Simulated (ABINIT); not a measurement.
Crystal: Ag.

```xyz
1
Lattice="0.0000 2.0427 2.0427 2.0427 0.0000 2.0427 2.0427 2.0427 0.0000" Properties=species:S:1:pos:R:3 pbc="T T T"
Ag    0.0000    0.0000    0.0000
```

Base run:

```yaml
Program: ABINIT 10.8.3 (patched build)
Functional: AM05
Potentials_or_basis: JTH PAW PBE v2.0
Cutoff: 544 eV
k_mesh: 11 × 11 × 11
Occupations: fermi-dirac, width 0.05 eV
Spin: no spin polarisation
```

Its results: band gap on the k mesh none (metal or under the smearing width); pressure -2.6 GPa.

Task: The run is repeated on the same cell with these changes: functional from AM05 to SCAN. What comes out?

Result: Band gap on the k mesh none (metal or under the smearing width); pressure -0.9 GPa.

Caveats: the PAW data sets were made with another functional, which shifts forces and pressure a little.
